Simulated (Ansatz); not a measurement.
## Calculated with Ansatz: Mn, relaxation

The command:

```bash
ansatz run input.yaml --threads 2 --pin off --max-ram 3584MiB --backend cpu --events-out ev --progress --plain --runs-dir out
```

Input:

```yaml
crystal:
  lattice:
    - [-1.551009, 1.551009, 1.551009]
    - [1.551009, -1.551009, 1.551009]
    - [1.551009, 1.551009, -1.551009]
  atoms:
    - { symbol: Mn, position: [0.0, 0.0, 0.0], spin: 4.5, spin_axis: [-0.46995, -0.87962, -0.07357] }
kpoints:
  mp_grid: { grid: [11, 11, 11], shift: [0, 0, 0] }
magnetization:
  noncollinear: true
  spin_orbit: true
scf:
  occupations: { method: fermi_dirac }
  lower_state_search: "off"
hamiltonian:
  pseudopotentials: { kind: paw_fr }
  xc: r2scan
basis:
  ecutwfc: 500
  fft_grid_basis: typed
relax:
  max_steps: 60
  cell: { p_target: 5.0 }
output:
  forces: true
  stress: true
  eigenvalues: true
  bader: true
  populations: true
  elf: true
  write_potential: true
  volumetric_format: npy
  dos:
    e_range: [-12, 8]
    de: 0.05
    projected: { site_lists: { Mn: [Mn] } }
    method: { smearing: { sigma: 0.1, scheme: gaussian } }
  write_density: true
checkpoint:
  read: saved_state
```

Origin of the cell: a database entry, scaled a little.

The smearing width isn't typed, so it takes its default of 0.1 eV.

The saved state is a converged single point of the same cell, with its larger moments on Mn1 (non-collinear).

Steps («new basis» is an SCF on plane waves selected anew at the same cell):

```csv
step,ΔH (meV/atom),max force component (eV/Å),P (GPa),volume (Å³),SCF iterations,step was
1,0.0,0.000,5.25,14.92,10,accepted
2,0.0,0.000,5.10,14.96,8,accepted
3,0.0,0.000,5.00,14.98,8,accepted
4,0.0,0.000,5.00,14.98,7,new basis
```

Before:

Space group Im-3m (No. 229); the run's cell has a = 2.686 Å, b = 2.686 Å, c = 2.686 Å, α = 109.47°, β = 109.47°, γ = 109.47°. Shortest distances: Mn–Mn 2.69 Å.

The relaxed structure.

Space group Im-3m (No. 229); the run's cell has a = 2.690 Å, b = 2.690 Å, c = 2.690 Å, α = 109.47°, β = 109.47°, γ = 109.47°. Shortest distances: Mn–Mn 2.69 Å.

```
CELL_PARAMETERS angstrom
-1.55301 1.55295 1.55305
1.55302 -1.55295 1.55305
1.55303 1.55297 -1.55304
ATOMIC_POSITIONS crystal
Mn 0.00000 0.00000 0.00000
```

| Quantity | Value |
| --- | --- |
| Enthalpy lowered by | 0.0 meV/atom |
| Volume change | 0.39 % |
| Final pressure | 5.00 GPa |
| Relaxation steps listed | 4 |
| Total moment | 3.80 μB |

Caveats: the relaxation held the start's symmetry, so the end may be a saddle point.

It ran for 5.7 min on 2 threads of Arm Neoverse V2, on a shared host, peak memory 0.94 GiB, from a saved density.
